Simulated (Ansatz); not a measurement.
Crystal: FeO.

```xyz
2
Lattice="1.5177 0.8762 2.5158 -1.5177 0.8762 2.5158 0.0000 -1.7525 2.5158" Properties=species:S:1:pos:R:3 pbc="T T T"
Fe    0.0000    0.0000    0.0000
O     0.0000    0.0000    3.7737
```

Base run:

| Item | Value |
| --- | --- |
| Program | Ansatz 0.2.0 |
| Functional | PBE |
| Potentials or basis | Ansatz PAW |
| Cutoff | 420 eV |
| Density cutoff | 1680 eV |
| k mesh | 8 × 8 × 8 |
| Occupations | gaussian, width 0.05 eV |
| Spin | collinear spin, ferromagnetic start |
| Starting moments | [3.0, 0.0] μB |

Its results: band gap on the k mesh none (metal or under the smearing width); pressure -0.6 GPa; net moment 4.00 μB per cell; site moments Fe +3.45; O +0.32 μB.

**Question.** The run is repeated on the same cell with these changes: functional from PBE to r2SCAN; cutoff from 420 eV to 500 eV; density cutoff from 1680 eV to 2000 eV; hubbard terms from none to Fe d U = 2 eV; hubbard projectors from none to ortho-atomic (the default). What comes out?

**Answer.** Band gap on the k mesh 0.66 eV, indirect (least direct gap 2.17 eV); pressure 2.5 GPa; net moment 4.00 μB per cell; site moments Fe +3.52; O +0.23 μB.

Several settings changed at once, so the effect can't be laid on one alone.

Caveats: a cell with one magnetic atom can't hold antiferromagnetic order, which such compounds often take; semilocal functionals often make such compounds metallic where correlation or magnetic order opens a gap, which also shifts bond lengths (some runs); the magnetic or orbital state may not be the lowest (some runs); the PAW data sets come from PBE, with cores solved anew for the run's functional, which leaves a small shift of forces and pressure (some runs).

A k mesh can miss the band edges.

Not every run made on this cell is shown here.
